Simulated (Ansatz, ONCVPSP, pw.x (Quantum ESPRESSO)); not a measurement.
**pw.x on diamond Cu: one setting changed**

Potential: optimised norm-conserving Vanderbilt (ONCV), ONCVPSP 4.0.1.1 (patched build), PBE; core [Ar], reference 3d10 4s1; waves: 4s: rc 2.05 bohr, ncon 4, nbas 9, qcut 2.9 1/bohr, 2 projectors, debl 3.4 Ha; p scattering state at 0.39 Ha: rc 2.15 bohr, ncon 4, nbas 8, qcut 4.5 1/bohr, 2 projectors, debl 3.8 Ha; 3d: rc 1.55 bohr, ncon 5, nbas 9, qcut 12.1 1/bohr, 2 projectors, debl 2.6 Ha; f scattering state at 0.2 Ha: rc 1.90 bohr, ncon 3, nbas 6, qcut 6.5 1/bohr, 2 projectors, debl 2.9 Ha; local part: polynomial inside 1.55 bohr (lpopt 3, dvloc0 1 Ha); core correction: polynomial model core, fcfact 0.3.

The reference run (k-mesh 9³, cutoffs 140/560 Ry, Fermi–Dirac 0.01 Ry, mixing_beta 0.4, conv_thr 1e-9, no spin) gives 0.48 GPa at 19.141 Å³/atom, where all-electron LAPW gives 0.12 GPa. This run, with its own iteration cap, changes startingwfc to atomic.

```
&control
  calculation='scf', prefix='x', pseudo_dir='./', outdir='./tmp', tstress=.true., disk_io='none'
/
&system
  ibrav=0, nat=2, ntyp=1, ecutwfc=140, ecutrho=560, nbnd=20,
  occupations='smearing', smearing='fd', degauss=0.01
/
&electrons
  conv_thr=1e-09, mixing_beta=0.4, electron_maxstep=70, startingwfc='atomic'
/
ATOMIC_SPECIES
Cu 1.0 Cu.UPF
CELL_PARAMETERS angstrom
  0.00000000 2.67498617 2.67498617
  2.67498617 0.00000000 2.67498617
  2.67498617 2.67498617 0.00000000
ATOMIC_POSITIONS crystal
Cu 0.0000 0.0000 0.0000
Cu 0.2500 0.2500 0.2500
K_POINTS automatic
9 9 9 0 0 0
```

```bash
pw.x < Cu.scf.in > Cu.scf.out
```

How does the run end?

It converges in 11 iterations; the free energy moves by +0.0 meV/atom and the pressure by +0.00 GPa. The result is that of the reference run.

```
Message from routine setup:
     using ibrav=0 with symmetry is DISCOURAGED, use correct ibrav instead
     lattice parameter (alat)  =       7.1488  a.u.
     unit-cell volume          =     258.3397 (a.u.)^3
     number of electrons       =        22.00
     number of Kohn-Sham states=           20
     kinetic-energy cutoff     =     140.0000  Ry
     charge density cutoff     =     560.0000  Ry
     scf convergence threshold =      1.0E-09
     Exchange-correlation= PBE
     number of k points=    35  Fermi-Dirac smearing, width (Ry)=  0.0100
     iteration #  1     ecut=   140.00 Ry     beta= 0.40
     total energy              =    -203.86549931 Ry
     estimated scf accuracy    <       0.52509197 Ry
     iteration #  2     ecut=   140.00 Ry     beta= 0.40
     total energy              =    -204.03118942 Ry
     estimated scf accuracy    <       0.29419014 Ry
     iteration #  3     ecut=   140.00 Ry     beta= 0.40
     total energy              =    -204.06100869 Ry
     estimated scf accuracy    <       0.00764836 Ry
     iteration #  4     ecut=   140.00 Ry     beta= 0.40
     c_bands:  1 eigenvalues not converged
     total energy              =    -204.06209017 Ry
     estimated scf accuracy    <       0.01602443 Ry
     iteration #  5     ecut=   140.00 Ry     beta= 0.40
     total energy              =    -204.06513520 Ry
     estimated scf accuracy    <       0.00040474 Ry
     iteration #  6     ecut=   140.00 Ry     beta= 0.40
     c_bands:  1 eigenvalues not converged
     total energy              =    -204.06525228 Ry
     estimated scf accuracy    <       0.00036050 Ry
     iteration #  7     ecut=   140.00 Ry     beta= 0.40
     total energy              =    -204.06530351 Ry
     estimated scf accuracy    <       0.00000050 Ry
     iteration #  8     ecut=   140.00 Ry     beta= 0.40
     total energy              =    -204.06530372 Ry
     estimated scf accuracy    <       0.00000119 Ry
     iteration #  9     ecut=   140.00 Ry     beta= 0.40
     total energy              =    -204.06530388 Ry
     estimated scf accuracy    <          4.3E-09 Ry
     iteration # 10     ecut=   140.00 Ry     beta= 0.40
     total energy              =    -204.06530388 Ry
     estimated scf accuracy    <       0.00000001 Ry
     iteration # 11     ecut=   140.00 Ry     beta= 0.40
     the Fermi energy is     6.1188 ev
!    total energy              =    -204.06530388 Ry
     estimated scf accuracy    <          6.3E-10 Ry
     smearing contrib. (-TS)   =      -0.00336562 Ry
     The total energy is F=E-TS. E is the sum of the following terms:
     one-electron contribution =    -102.06637828 Ry
     hartree contribution      =      76.33820499 Ry
     xc contribution           =     -49.39139270 Ry
     ewald contribution        =    -128.94237226 Ry
     convergence has been achieved in  11 iterations
          total   stress  (Ry/bohr**3)                   (kbar)     P=        4.77
     Message from routine punch:
     Nothing written, as per user request (disk_io='none')
```

The run took about 1.9 min on one core of a shared host (Neoverse-V1, 32 threads, 247 GiB, load 9).
